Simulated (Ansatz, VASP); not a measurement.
This is a calculation of WC (Qusongite) for VASP 6.6.1. 

Contents of INCAR:

```
SYSTEM = WC
ALGO = Normal
EDIFF = 1E-6
EDIFFG = -0.01
ENCUT = 600
GGA = RE
IBRION = 2
ISIF = 3
ISMEAR = -1
IVDW = 13
LASPH = .TRUE.
LCHARG = .FALSE.
LREAL = .FALSE.
LWAVE = .FALSE.
NELM = 80
NSW = 40
PREC = Accurate
SIGMA = 0.05
```

The input KPOINTS:

```
k-points
0
G
  10 10 9
  0 0 0
```

POSCAR

```
WC
1.0
    2.9065000000      0.0000000000      0.0000000000
   -1.4532500000      2.5171028361      0.0000000000
    0.0000000000      0.0000000000      2.8366000000
W C
1 1
Direct
    0.0000000000      0.0000000000      0.0000000000
    0.6666666667      0.3333333333      0.5000000000
```

Potentials or basis: VASP PAW PBE potentials, release 64 (W_sv, C).

Run with:

```sh
$ cat potpaw_PBE.64/W_sv/POTCAR potpaw_PBE.64/C/POTCAR > POTCAR
$ mpirun -np 1 vasp_std > vasp.out
```

**Question.** Set up the same calculation for Ansatz 0.2.0. Potentials or basis there: all-electron LAPW, scalar-relativistic.

**Answer.** As run (cutoffs and basis follow the program's own potentials, and thresholds, step limits or extra output files can differ):

The input input.yaml:

```yaml
crystal:
  lattice:
    - [2.9065, 0.0, 0.0]
    - [-1.45325, 2.5171028361, 0.0]
    - [0.0, 0.0, 2.8366]
  atoms:
    - { symbol: W, position: [0.0, 0.0, 0.0] }
    - { symbol: C, position: [0.6666666667, 0.3333333333, 0.5] }
kpoints:
  mp_grid: { grid: [10, 10, 9] }
scf:
  occupations: { method: fermi_dirac, width: 0.05 }
hamiltonian:
  xc: revpbe
  dispersion: d4
  pseudopotentials: { kind: all_electron, lapw: { basis_error: 0.001 } }
output:
  forces: true
  stress: true
relax:
  f_tol: 0.02
  max_steps: 60
  cell: {}
```

Potentials or basis: all-electron LAPW, scalar-relativistic.

Run with:

```console
$ ansatz run input.yaml --threads 1 --pin off --max-ram 3072MiB --backend cpu --events-out ev --progress --plain --runs-dir out
```

Both were run:

|  | VASP | Ansatz |
| --- | --- | --- |
| Relaxed volume | 10.30 Å³/atom | 10.28 Å³/atom |
| Relaxed cell | a = 2.899 Å, b = 2.899 Å, c = 2.831 Å, α = 90.00°, β = 90.00°, γ = 120.00° | a = 2.897 Å, b = 2.897 Å, c = 2.829 Å, α = 90.00°, β = 90.00°, γ = 120.00° |
| Space group after relaxing | P-6m2 (No. 187) | P-6m2 (No. 187) |
| Pressure after relaxing | 0.0 GPa | 0.0 GPa |

VASP's potentials were made for PBE.

Where Ansatz's input types no cutoff or centring, it takes its own default and a Γ-centred mesh.

Pressure is positive in compression.
